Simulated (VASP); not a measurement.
# NbSi2 (P6_422) in VASP: single point with PBE

Aim: the single point of NbSi2 with PBE.

Program: VASP 6.6.1. These are calculated values, not measurements. Logs are shortened: lines on timing, memory, paths and dates and some standing lists are left out, and cuts for length are marked.

### Step 1. Starting point

The structure is hexagonal, space group P6_422 (No. 181). The conventional cell has a = 4.779 Å, b = 4.779 Å, c = 6.568 Å, α = 90.00°, β = 90.00°, γ = 120.00°. Si (site symmetry 2) has 5 Nb at 2.59 to 2.76 Å and 5 Si at 2.59 to 2.76 Å as nearest neighbours. Nb (site symmetry 222) has 10 Si at 2.59 to 2.76 Å as nearest neighbours.

### Step 2. Single point, PBE

File INCAR:

```
  PREC = Accurate
  ENCUT = 520
  EDIFF = 1E-6
  ISMEAR = -1
  SIGMA = 0.1291
  LREAL = F
  LASPH = T
  NELM = 100
  ALGO = Fast
  ISIF = 2
  LWAVE = F
  LCHARG = F
  GGA = PE
  NBANDS = 42
```

File KPOINTS:

```
regular mesh
0
Gamma
  4 4 3
```

File POSCAR:

```
NbSi2
1.0
    4.7786817100      0.0000000000      0.0000000000
   -2.3893408500      4.1384639500      0.0000000000
    0.0000000000      0.0000000000      6.5679461300
Si Nb
6 3
Direct
    0.1670000000      0.3340000000      0.0000000000
    0.8330000000      0.1670000000      0.6666700000
    0.6660000000      0.8330000000      0.3333300000
    0.8330000000      0.6660000000      0.0000000000
    0.1670000000      0.8330000000      0.6666700000
    0.3340000000      0.1670000000      0.3333300000
    0.5000000000      0.0000000000      0.0000000000
    0.5000000000      0.5000000000      0.6666700000
    0.0000000000      0.5000000000      0.3333300000
```

Potentials or basis: VASP PAW PBE potentials, release 64 (Si, Nb_sv).

Run with:

```bash
> cat potpaw_PBE.64/Si/POTCAR potpaw_PBE.64/Nb_sv/POTCAR > POTCAR
> mpirun -np 1 vasp_std > vasp.out
```

OUTCAR:

```text
PREC = Accurate
   ENCUT = 520
   EDIFF = 1E-6
   ISMEAR = -1
   LREAL = F
   LASPH = T
   NELM = 100
   ISIF = 2
   GGA = PE

 ion  position               nearest neighbor table
   1  0.167  0.334  0.000-   9 2.59   8 2.59   6 2.59   2 2.59   7 2.76   4 2.76   4 2.76   7 2.76
                             7 2.76   4 2.76
   2  0.833  0.167  0.667-   7 2.59   9 2.59   1 2.59   3 2.59   8 2.76   5 2.76   5 2.76   8 2.76
                             8 2.76   5 2.76
   3  0.666  0.833  0.333-   7 2.59   8 2.59   4 2.59   2 2.59   9 2.76   6 2.76   6 2.76   9 2.76
                             9 2.76   6 2.76
   4  0.833  0.666  0.000-   9 2.59   8 2.59   3 2.59   5 2.59   7 2.76   1 2.76   1 2.76   7 2.76
                             7 2.76   1 2.76
   5  0.167  0.833  0.667-   7 2.59   9 2.59   4 2.59   6 2.59   8 2.76   2 2.76   2 2.76   8 2.76
                             8 2.76   2 2.76
   6  0.334  0.167  0.333-   7 2.59   8 2.59   1 2.59   5 2.59   9 2.76   3 2.76   3 2.76   9 2.76
                             9 2.76   3 2.76
   7  0.500  0.000  0.000-   3 2.59   6 2.59   5 2.59   2 2.59   4 2.76   1 2.76   4 2.76   1 2.76
                             1 2.76   4 2.76
   8  0.500  0.500  0.667-   1 2.59   4 2.59   3 2.59   6 2.59   5 2.76   2 2.76   5 2.76   2 2.76
                             5 2.76   2 2.76
   9  0.000  0.500  0.333-   1 2.59   4 2.59   2 2.59   5 2.59   3 2.76   6 2.76   6 2.76   3 2.76
                             3 2.76   6 2.76

  LATTYP: Found a hexagonal cell.
 ALAT       =     4.7786817100
 C/A-ratio  =     1.3744263645

  Lattice vectors:

 A1 = (   4.7786817100,   0.0000000000,   0.0000000000)
 A2 = (  -2.3893408500,   4.1384639500,   0.0000000000)
 A3 = (   0.0000000000,   0.0000000000,   6.5679461300)

Analysis of symmetry for initial positions (statically):
=====================================================================
 Subroutine PRICEL returns:
 Original cell was already a primitive cell.

 Routine SETGRP: Setting up the symmetry group for a
 hexagonal supercell.

 Subroutine GETGRP returns: Found  4 space group operations
 (whereof  4 operations were pure point group operations)
 out of a pool of 24 trial point group operations.

The static configuration has the point symmetry D_2 .

Analysis of symmetry for dynamics (positions and initial velocities):
=====================================================================
 Subroutine PRICEL returns:
 Original cell was already a primitive cell.

 Routine SETGRP: Setting up the symmetry group for a
 hexagonal supercell.

 Subroutine GETGRP returns: Found  4 space group operations
 (whereof  4 operations were pure point group operations)
 out of a pool of 24 trial point group operations.

The dynamic configuration has the point symmetry D_2 .

 Subroutine INISYM returns: Found  4 space group operations
 (whereof  4 operations are pure point group operations),
 and found     1 'primitive' translations

----------------------------------------------------------------------------------------

                                     Primitive cell

  volume of cell :     129.8903

  direct lattice vectors                    reciprocal lattice vectors
     4.778681710  0.000000000  0.000000000     0.209262734  0.120817773  0.000000000
    -2.389340850  4.138463950  0.000000000     0.000000000  0.241635547  0.000000000
     0.000000000  0.000000000  6.567946130     0.000000000  0.000000000  0.152254598

  length of vectors
     4.778681710  4.778685338  6.567946130     0.241635730  0.241635547  0.152254598

  position of ions in fractional coordinates (direct lattice)
     0.167000000  0.334000000  0.000000000
     0.833000000  0.167000000  0.666670000
     0.666000000  0.833000000  0.333330000
     0.833000000  0.666000000  0.000000000
     0.167000000  0.833000000  0.666670000
     0.334000000  0.167000000  0.333330000
     0.500000000  0.000000000  0.000000000
     0.500000000  0.500000000  0.666670000
     0.000000000  0.500000000  0.333330000

  ion indices of the primitive-cell ions
   primitive index   ion index
                 1           1
                 2           2
                 3           3
                 4           4
                 5           5
                 6           6
                 7           7
                 8           8
                 9           9

----------------------------------------------------------------------------------------

 KPOINTS: regular mesh

Automatic generation of k-mesh.
 Grid dimensions read from file:
 generate k-points for:    4    4    3

 Generating k-lattice:

  Cartesian coordinates                     Fractional coordinates (reciprocal lattice)
     0.052315684  0.030204443  0.000000000     0.250000000  0.000000000  0.000000000
     0.000000000  0.060408887  0.000000000     0.000000000  0.250000000  0.000000000
     0.000000000  0.000000000  0.050751533     0.000000000  0.000000000  0.333333333

  Length of vectors
     0.060408933  0.060408887  0.050751533

  Shift w.r.t. Gamma in fractional coordinates (k-lattice)
     0.000000000  0.000000000  0.000000000

 Subroutine IBZKPT returns following result:
 ===========================================

 Found     14 irreducible k-points:

 Following reciprocal coordinates:
            Coordinates               Weight
  0.000000  0.000000  0.000000      1.000000
  0.250000  0.000000  0.000000      4.000000
  0.000000  0.250000  0.000000      2.000000
  0.500000  0.000000  0.000000      2.000000
  0.000000  0.500000  0.000000      1.000000
  0.250000  0.250000  0.000000      4.000000
  0.500000  0.250000  0.000000      2.000000
  0.000000  0.000000  0.333333      2.000000
  0.250000  0.000000  0.333333      8.000000
  0.000000  0.250000  0.333333      4.000000
  0.500000  0.000000  0.333333      4.000000
  0.000000  0.500000  0.333333      2.000000
  0.250000  0.250000  0.333333      8.000000
  0.500000  0.250000  0.333333      4.000000
   k-points           NKPTS =     14   k-points in BZ     NKDIM =     14   number of bands    NBANDS=     42
   number of dos      NEDOS =    301   number of ions     NIONS =      9
   total plane-waves  NPLWV =  64800
   dimension x,y,z NGX =    36 NGY =   36 NGZ =   50
   dimension x,y,z NGXF=    72 NGYF=   72 NGZF=  100
   ions per type =               6   3
   NGX,Y,Z   is equivalent  to a cutoff of  12.52, 12.52, 12.66 a.u.
   NGXF,Y,Z  is equivalent  to a cutoff of  25.05, 25.05, 25.31 a.u.
 SYSTEM =  unknown system
   PREC   = accura    normal or accurate (medium, high low for compatibility)
   ISTART =      0    job   : 0-new  1-cont  2-samecut
   ICHARG =      2    charge: 1-file 2-atom 10-const
   ISPIN  =      1    spin polarized calculation?
   LNONCOLLINEAR =      F non collinear calculations
   LSORBIT =      F    spin-orbit coupling
   LASPH  =      T    aspherical Exc in radial PAW
   ENCUT  =  520.0 eV  38.22 Ry    6.18 a.u.   8.89  8.89 12.21*2*pi/ulx,y,z
   NELM   =    100;   NELMIN=  2; NELMDL= -5     # of ELM steps
   EDIFF  = 0.1E-05   stopping-criterion for ELM
[... 8 lines left out ...]
   TEBEG  =    0.0;   TEEND  =   0.0 temperature during run
   PSTRESS=    0.0 pullay stress
   NELECT =      63.0000    total number of electrons
   NUPDOWN=      -1.0000    fix difference up-down
   EMIN   =  10.00;   EMAX   =-10.00  energy-range for DOS
   EFERMI =   0.00;   METHOD = LEGACY
   ISMEAR =    -1;   SIGMA  =   0.13  broadening in eV -4-tet -1-fermi 0-gaus
   EFERMI_NEDOS =   21; number of points for ismear=-14 and -15
   IALGO  =     68    algorithm
   IMIX   =      4    mixing-type and parameters
     AMIX     =   0.40;   BMIX     =  1.00
     AMIX_MAG =   1.60;   BMIX_MAG =  1.00
  volume/ion in A,a.u.               =      14.43        97.39
  Fermi-wavevector in a.u.,A,eV,Ry     =   1.286262  2.430682 22.510425  1.654470
  Thomas-Fermi vector in A             =   2.418347
   LORBIT       =      0    0 simple, 1 ext, 2 COOP (PROOUT), +10 PAW based schemes
   GGA     = PE    functional components
   LHFCALC =     F    Hartree Fock is set to
   AEXX    =    0.0000 exact exchange contribution
   IVDW    =     0    specifies the selected vdW correction
   LEPSILON=     F    determine dielectric tensor
   LRPA    =     F    only Hartree local field effects (RPA)
 non-spin polarized calculation
 RMM-DIIS sequential band-by-band and
  energy-cutoff  :      520.00
  volume of cell :      129.89
 maximum number of plane-waves:      3523
 NGX is ok and might be reduce to    36
   NGX = 17   NGY = 17   NGZ = 25

 number of electron      62.9999996 magnetization

 Free energy of the ion-electron system (eV)
  ---------------------------------------------------
  ext. energy  EPLUGINS =         0.00000000
  ---------------------------------------------------
  free energy    TOTEN  =       -68.13864979 eV

  energy without entropy =      -67.93451994  energy(sigma->0) =      -68.03658486

 E-fermi :  11.6278     XC(G=0): -12.0491

 val. band max:       11.5233942627   @ k =   0.0000   0.5000   0.3333
 cond. band min:      11.6402694999   @ k =   0.0000   0.2500   0.3333
 fundamental gap:      0.1168752371
 Fermi energy:        11.6278308688

 k-point     1 :       0.0000    0.0000    0.0000
  band No.  band energies     occupation
      1     -42.9922      2.00000
      2     -42.9530      2.00000
      3     -42.9529      2.00000
      4     -19.2644      2.00000
      5     -19.2644      2.00000
      6     -19.2622      2.00000
[... 34 lines left out ...]
     41      15.7006      0.00000
     42      15.9442      0.00000

 k-point     2 :       0.2500    0.0000    0.0000
  band No.  band energies     occupation
      1     -42.9870      2.00000
      2     -42.9578      2.00000
      3     -42.9529      2.00000
      4     -19.3140      2.00000
      5     -19.2769      2.00000
      6     -19.2213      2.00000
[... 529 lines left out ...]
     41      15.1600      0.00000
     42      15.6168      0.00000

 k-point    14 :       0.5000    0.2500    0.3333
  band No.  band energies     occupation
      1     -42.9786      2.00000
      2     -42.9659      2.00000
      3     -42.9529      2.00000
      4     -19.3163      2.00000
      5     -19.3029      2.00000
      6     -19.2456      2.00000
[... 34 lines left out ...]
     41      15.1882      0.00000
     42      15.6432      0.00000

------------------------ aborting loop because EDIFF is reached ----------------------------------------

  FORCE on cell =-STRESS in cart. coord.  units (eV):
  Direction    XX          YY          ZZ          XY          YZ          ZX
  --------------------------------------------------------------------------------------
  -------------------------------------------------------------------------------------
  Total        2.4653393      2.4642061      5.1423272      0.0000000      0.0000000      0.0000000
  in kB       30.4095799     30.3956016     63.4298121      0.0000000      0.0000000      0.0000000
  external PRESSURE =      41.4116645 kB  Pullay stress =       0.0000000 kB

 VOLUME and BASIS-vectors are now :
 -----------------------------------------------------------------------------
  energy-cutoff  :      520.00
  volume of cell :      129.89
      direct lattice vectors                 reciprocal lattice vectors
     4.778681710  0.000000000  0.000000000     0.209262734  0.120817773  0.000000000
    -2.389340850  4.138463950  0.000000000     0.000000000  0.241635547  0.000000000
     0.000000000  0.000000000  6.567946130     0.000000000  0.000000000  0.152254598

 POSITION                                       TOTAL-FORCE (eV/Angst)
 -----------------------------------------------------------------------------------
      0.00000      1.38225      0.00000        -0.000000     -0.717427     -0.000000
      3.58162      0.69112      4.37865         0.621354     -0.358601     -0.000367
      1.19228      3.44734      2.18929         0.621354      0.358601      0.000367
      2.38934      2.75622      0.00000         0.000000      0.717427     -0.000000
     -1.19228      3.44734      4.37865        -0.621354      0.358601     -0.000367
      1.19706      0.69112      2.18929        -0.621354     -0.358601      0.000367
      2.38934      0.00000      0.00000         0.000000      0.000000      0.000000
      1.19467      2.06923      4.37865        -0.000000      0.000000     -0.000528
     -1.19467      2.06923      2.18929        -0.000000      0.000000      0.000528
 -----------------------------------------------------------------------------------
    total drift:                                0.000000     -0.000000      0.000000

  FREE ENERGIE OF THE ION-ELECTRON SYSTEM (eV)
  ---------------------------------------------------
  free  energy   TOTEN  =       -68.1386497867 eV

  energy  without entropy=      -67.9345199370  energy(sigma->0) =      -68.03658486
```

It took 1.7 min on 1 thread of Intel Xeon Platinum 8559C (Emerald Rapids), shared host; peak memory 0.25 GiB.

What came out:

```
Free energy            : -68.1386 eV
Pressure               : 4.1 GPa
Largest force          : 0.717 eV/Å
Band gap on the k mesh : none (metal or under the smearing width)
```

Forces on the atoms (eV/Å):
```
Si   0.000 -0.717  0.000
Si   0.621 -0.359  0.000
Si   0.621  0.359  0.000
Si   0.000  0.717  0.000
Si  -0.621  0.359  0.000
Si  -0.621 -0.359  0.000
Nb   0.000  0.000  0.000
Nb   0.000  0.000 -0.001
Nb   0.000  0.000  0.001
```

Stress tensor (GPa, compression positive):
```
3.04 0.00 0.00
0.00 3.04 0.00
0.00 0.00 6.34
```

Caveat: the k mesh is coarse (spacing up to 0.38 Å⁻¹), so the values aren't converged.
